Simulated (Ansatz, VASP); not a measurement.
Nb: VASP beside Ansatz

```xyz
1
Lattice="2.2437 0.0000 0.0000 0.0000 2.2437 0.0000 0.0000 0.0000 2.2437" Properties=species:S:1:pos:R:3 pbc="T T T"
Nb    0.0000    0.0000    0.0000
```

Change from the starting cell: volume scaled by 0.6, PAW files.

Alike in both runs: task single point; functional LDA; k mesh 14 × 14 × 14; occupations fermi-dirac, width 0.05 eV; no spin polarisation.

|  | VASP | Ansatz |
| --- | --- | --- |
| version | VASP 6.6.1 | Ansatz 0.2.0 |
| potentials or method | VASP PAW LDA potentials, release 64 (Nb_sv) | PAW with Ansatz's default frozen-core files, scalar-relativistic |
| plane-wave cutoff (eV) | 520 | 420 |
| valence electrons in the cell | 13 | 13 |

```tsv
	VASP	Ansatz	Ansatz less VASP
pressure (GPa)	213.8	212.4	-1.38
```

Caveats: the cell as given lies far from equilibrium; so large a pressure means that the cell lies far from this level's equilibrium, or that cutoff or potentials fall short (VASP).
